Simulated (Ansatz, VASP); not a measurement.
## Bi in VASP and in Ansatz

```xyz
1
Lattice="-1.9814 1.9814 1.9814 1.9814 -1.9814 1.9814 1.9814 1.9814 -1.9814" Properties=species:S:1:pos:R:3 pbc="T T T"
Bi    0.0000    0.0000    0.0000
```

This isn't the form of Bi at room conditions, which is rhombohedral.

Alike in both runs: task band structure; functional PBE; k mesh 7 × 7 × 7; occupations fermi-dirac, width 0.05 eV; spin-orbit coupling, no magnetisation.

|  | VASP | Ansatz |
| --- | --- | --- |
| version | VASP 6.6.1 | Ansatz 0.2.0 |
| potentials or method | VASP PAW PBE potentials, release 64 (Bi_d) | Ansatz PAW |
| plane-wave cutoff (eV) | 520 | 420 |
| valence electrons in the cell | 15 | 15 |

```csv
,VASP,Ansatz,Ansatz less VASP
gap on the k mesh at the Fermi level (eV),none,none,-
pressure (GPa),2.4,2.5,+0.13
```

A gap of «none» marks a metal or a gap that the smearing closes. With one functional, cell and mesh, what is left measures potentials, basis and numerics.
